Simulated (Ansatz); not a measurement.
Au:

```
Au
1.0
     0.00000    2.03500    2.03500
     2.03500    0.00000    2.03500
     2.03500    2.03500    0.00000
Au
1
Direct
  0.00000 0.00000 0.00000
```

```yaml
Program: Ansatz 0.2.0
Task: relaxation of cell and atoms
Functional: PBE
Dispersion: D4
Potentials_or_basis: Ansatz PAW
Cutoff: "420 eV (not typed: the program's choice for these potentials)"
k_mesh: 11 × 11 × 11
Occupations: fermi-dirac, width 0.05 eV
Spin: no spin polarisation
```

At the start: volume 16.85 Å³/atom.

**Question.** Where does the relaxation end?

**Answer.** It ends after 4 steps and the volume is 17.32 Å³/atom (+2.7 %); space group Fm-3m (No. 225, to 0.05 Å).

The path:
```csv
step,energy change (eV),largest force (eV/Å),volume (Å³)
1,0.0000,0.0000,16.85
2,-0.0064,0.0000,17.37
3,-0.0065,0.0000,17.32
4,-0.0067,0.0000,17.32
```

Final structure:
```cif
data_structure
_symmetry_space_group_name_H-M 'P 1'
_symmetry_Int_Tables_number 1
_cell_length_a 2.9040
_cell_length_b 2.9040
_cell_length_c 2.9040
_cell_angle_alpha 60.000
_cell_angle_beta 60.000
_cell_angle_gamma 60.000
_cell_volume 17.32
loop_
_atom_site_label
_atom_site_type_symbol
_atom_site_fract_x
_atom_site_fract_y
_atom_site_fract_z
_atom_site_occupancy
Au1 Au 0.00000 0.00000 0.00000 1
```

Caveat: the plane-wave basis is chosen anew once the cell has moved, so the energies of steps on either side of that aren't comparable.
